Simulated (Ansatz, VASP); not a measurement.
One calculation of Sb, two programs

INCAR

```
PREC     = Accurate       # precision mode
ENCUT    = 520            # plane-wave cutoff, eV
EDIFF    = 1E-7           # SCF threshold, eV
ISMEAR   = 0              # smearing method
SIGMA    = 0.1            # smearing width, eV
LREAL    = False          # projectors in reciprocal space
LASPH    = True           # aspherical terms in the spheres
NELM     = 100            # most SCF steps
ALGO     = Fast           # electronic algorithm
ISIF     = 2              # what is computed and relaxed
LWAVE    = False          # write WAVECAR
LCHARG   = True           # write CHGCAR
GGA      = PE             # functional
LELF     = True           # ELF
LVHAR    = True         
NBANDS   = 12             # bands
```

File KPOINTS:

```
Automatic mesh
0
Gamma
  6 6 2
```

The input POSCAR:

```
Sb
1.0
    4.4405633682      0.0000000000      0.0000000000
   -2.2202816842      3.8456406841      0.0000000000
    0.0000000000      0.0000000000     11.5724654361
Sb
2
Direct
    0.3333333333      0.6666666667      0.2500000000
    0.6666666667      0.3333333333      0.7500000000
```

Input for Ansatz:

```yaml
crystal:
  lattice:
    - [4.4405633682, 0.0, 0.0]
    - [-2.2202816842, 3.8456406841, 0.0]
    - [0.0, 0.0, 11.5724654361]
  atoms:
    - { symbol: Sb, position: [0.3333333333, 0.6666666667, 0.25] }
    - { symbol: Sb, position: [0.6666666667, 0.3333333333, 0.75] }
basis:
  ecutwfc: 420
kpoints:
  mp_grid: { grid: [6, 6, 2] }
hamiltonian:
  xc: pbe
scf:
  occupations: { method: gaussian, width: 0.1 }
output:
  forces: true
  stress: true
  eigenvalues: true
```

Alike in both runs: task single point; functional PBE; k mesh 6 × 6 × 2; occupations gaussian, width 0.1 eV; no spin polarisation.

|  | VASP | Ansatz |
| --- | --- | --- |
| version | VASP 6.6.1 | Ansatz 0.2.0 |
| potentials or method | VASP PAW PBE potentials, release 64 (Sb) | scalar-relativistic, plane waves, PAW |
| plane-wave cutoff (eV) | 520 | 420 |
| valence electrons in the cell | 10 | 30 |

```tsv
	VASP	Ansatz	Ansatz less VASP
gap on the k mesh at the Fermi level (eV)	none	none	-
pressure (GPa)	-3.4	-3.4	0.00
largest component of the traceless stress (GPa)	3.10	3.10	+0.002
```

A gap of «none» marks a metal or a gap that the smearing closes. The two sets of potentials don't hold the same shells in valence.

Spin-orbit coupling is left out, which matters for the levels of Sb.
